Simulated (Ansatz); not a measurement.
Bands of Ba

```xyz
2
Lattice="3.5918 -2.5169 0.0000 3.5918 2.5169 0.0000 0.0000 0.0000 7.1900" Properties=species:S:1:pos:R:3 pbc="T T T"
Ba    3.5918   -1.2422    1.7975
Ba    3.5918    1.2422    5.3925
```

Atoms are numbered in the order listed.

Structure from Materials Project entry mp-122 (possibly hypothetical), not relaxed further.

No spin–orbit coupling, which matters for the heavy atoms here.

Computed with DFT, PBEsol, all-electron LAPW, scalar-relativistic in Ansatz 0.2.0.

Settings: a Γ-centred 9×9×5 k mesh, Fermi–Dirac smearing of 0.03 eV, basis error target 0.25 meV/atom, no spin polarisation.

Points in fractions of the reciprocal vectors of this cell: Γ (0, 0, 0), Y (0.5, 0.5, 0), F0 (0.373, 0.627, 0), Δ0 (-0.373, 0.373, 0), Z (0, 0, 0.5), B0 (-0.373, 0.373, 0.5), G0 (0.373, 0.627, 0.5), T (0.5, 0.5, 0.5). The path joins them by straight lines in the order Γ–Y–F0–Δ0–Γ–Z–B0–G0–T; legs that retrace an earlier one aren't tabulated. Energies are in eV from the Fermi level.

Task: Metal or insulator at this level of theory?

Result: No gap opens: metallic or semimetallic.

Task: Tabulate bands 17 to 22, counted from the lowest band of the run, along the path.

Result: 
```csv
k (1/Å),point,band 17,band 18,band 19,band 20,band 21,band 22
0.00,Γ,-13.85,-13.85,-2.75,-0.89,0.72,1.13
0.12,,-13.86,-13.86,-2.65,-0.80,0.81,1.00
0.25,,-13.88,-13.86,-2.39,-0.57,0.70,1.07
0.37,,-13.91,-13.86,-1.99,-0.30,0.33,1.24
0.50,,-13.94,-13.86,-1.54,-0.20,0.00,0.98
0.62,,-13.96,-13.86,-1.15,-0.30,-0.27,0.88
0.75,,-13.98,-13.86,-0.94,-0.44,-0.43,0.76
0.87,Y,-13.99,-13.86,-0.89,-0.50,-0.48,0.72
0.92,,-13.99,-13.86,-0.87,-0.49,-0.47,0.72
0.97,,-13.99,-13.86,-0.83,-0.47,-0.45,0.70
1.01,,-14.00,-13.87,-0.77,-0.44,-0.41,0.67
1.06,,-14.00,-13.88,-0.68,-0.39,-0.37,0.64
1.10,,-14.01,-13.89,-0.57,-0.33,-0.32,0.60
1.15,,-14.02,-13.90,-0.44,-0.27,-0.26,0.57
1.19,F0,-14.03,-13.92,-0.30,-0.24,-0.17,0.53
1.34,,-14.02,-13.95,-0.23,-0.05,0.06,0.49
1.50,,-13.96,-13.96,-0.32,-0.15,0.29,0.48
1.65,,-13.91,-13.90,-0.46,-0.41,0.42,0.48
1.80,,-13.91,-13.90,-0.46,-0.41,0.42,0.48
1.96,,-13.96,-13.96,-0.32,-0.15,0.29,0.48
2.11,,-14.02,-13.95,-0.23,-0.05,0.06,0.49
2.26,Δ0,-14.03,-13.92,-0.30,-0.24,-0.17,0.53
2.39,,-14.05,-13.97,-0.34,0.16,0.16,0.46
2.53,,-14.01,-14.01,-0.75,0.46,0.49,0.51
2.66,,-13.96,-13.96,-1.32,0.40,0.46,0.55
2.79,,-13.92,-13.92,-1.88,-0.02,0.48,0.71
2.93,,-13.89,-13.88,-2.34,-0.46,0.57,0.90
3.06,,-13.86,-13.86,-2.64,-0.78,0.68,1.06
3.19,Γ,-13.85,-13.85,-2.75,-0.89,0.72,1.13
3.25,,-13.85,-13.85,-2.72,-0.90,0.73,1.10
3.32,,-13.85,-13.85,-2.65,-0.94,0.76,1.02
3.38,,-13.85,-13.85,-2.54,-1.03,0.81,0.94
3.44,,-13.85,-13.85,-2.39,-1.16,0.87,0.90
3.50,,-13.85,-13.85,-2.21,-1.33,0.91,0.96
3.57,,-13.85,-13.85,-2.00,-1.54,0.98,1.05
3.63,Z,-13.85,-13.85,-1.77,-1.77,1.09,1.09
3.76,,-13.86,-13.86,-1.68,-1.68,1.00,1.00
3.89,,-13.89,-13.89,-1.43,-1.43,0.85,0.85
4.03,,-13.90,-13.90,-1.08,-1.08,0.70,0.70
4.16,,-13.90,-13.90,-0.71,-0.71,0.55,0.55
4.29,,-13.90,-13.90,-0.36,-0.36,0.43,0.43
4.43,,-13.91,-13.91,-0.02,-0.02,0.34,0.34
4.56,B0,-13.94,-13.94,0.26,0.26,0.28,0.28
4.71,,-13.92,-13.92,-0.16,-0.16,0.53,0.53
4.86,,-13.89,-13.89,-0.59,-0.59,0.76,0.76
5.02,,-13.86,-13.86,-0.84,-0.84,0.68,0.68
5.17,,-13.86,-13.86,-0.84,-0.84,0.68,0.68
5.32,,-13.89,-13.89,-0.59,-0.59,0.76,0.76
5.47,,-13.92,-13.92,-0.16,-0.16,0.53,0.53
5.63,G0,-13.94,-13.94,0.26,0.26,0.28,0.28
5.67,,-13.95,-13.95,0.19,0.19,0.24,0.24
5.72,,-13.96,-13.96,0.07,0.07,0.22,0.22
5.76,,-13.97,-13.97,-0.03,-0.03,0.20,0.20
5.81,,-13.98,-13.98,-0.11,-0.11,0.18,0.18
5.85,,-13.99,-13.99,-0.17,-0.17,0.17,0.17
5.90,,-14.00,-14.00,-0.21,-0.21,0.16,0.16
5.94,T,-14.01,-14.01,-0.22,-0.22,0.16,0.16
```
